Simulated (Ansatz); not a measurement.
The system is TaN.

```
Ta N
1.0
     0.00000    2.21132    2.21132
     2.21132    0.00000    2.21132
     2.21132    2.21132    0.00000
Ta N
1 1
Cartesian
  2.2113 2.2113 2.2113
  0.0000 0.0000 0.0000
```

The cell comes from a database or a generator and needn't be the stable form of this composition.

Base run:

| Item | Value |
| --- | --- |
| Program | Ansatz 0.2.0 |
| Functional | LDA |
| Potentials or basis | all-electron LAPW, relativistic spinors |
| Cutoff | 355 eV |
| Density cutoff | 1421 eV |
| Basis error allowed | 0.001 eV/atom |
| k mesh | 7 × 7 × 7 |
| Occupations | fermi-dirac, width 0.05 eV |
| Spin | spin-orbit coupling, no magnetisation |

Its results: pressure -17.2 GPa.

**Question.** The run is repeated on the same cell with these changes: functional from LDA to PBEsol. What comes out?

**Answer.** Pressure -10.7 GPa.

PBEsol binds less tightly than LDA, so the same cell stands under more pressure.

Caveats: the k mesh is thin for a metal, which can move the energy by tens of meV per atom; so large a pressure means that the cell lies far from this level's equilibrium, or that cutoff or potentials fall short (some runs).

Not every run made on this cell is shown here.
